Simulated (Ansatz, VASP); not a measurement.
One calculation of MgS, two programs

```xyz
2
Lattice="2.5651 2.5651 0.0000 -2.5651 2.5651 0.0000 0.0000 2.5651 2.6058" Properties=species:S:1:pos:R:3 pbc="T T T"
Mg    0.0000    0.0000    0.0000
S     0.0000    2.5651    0.0000
```

Change from the starting cell: in-plane strain -0.01, out-of-plane length and atoms relaxed by PAW.

Alike in both runs: functional PBEsol; k mesh 8 × 8 × 8; no spin polarisation.

Ansatz relaxed the structure, and its values are those at the end. VASP's run is a single point on that final structure, the one shown.

|  | VASP | Ansatz |
| --- | --- | --- |
| version | VASP 6.6.1 | Ansatz 0.2.0 |
| potentials or method | VASP PAW PBE potentials, release 64 (Mg, S) | PAW with Ansatz's default frozen-core files, scalar-relativistic |
| plane-wave cutoff (eV) | 520 | 420 |
| occupations | gaussian, width 0.01 eV | fixed |
| valence electrons in the cell | 8 | 16 |

|  | VASP | Ansatz | Ansatz less VASP |
| --- | --- | --- | --- |
| gap on the k mesh at the Fermi level (eV) | 2.69 | 2.68 | -0.004 |
| pressure (GPa) | 1.0 | 1.2 | +0.20 |

The two sets of potentials don't hold the same shells in valence.

Caveats: the PAW data sets were made with another functional, which shifts forces and pressure a little (VASP). A k mesh can miss the band edges.
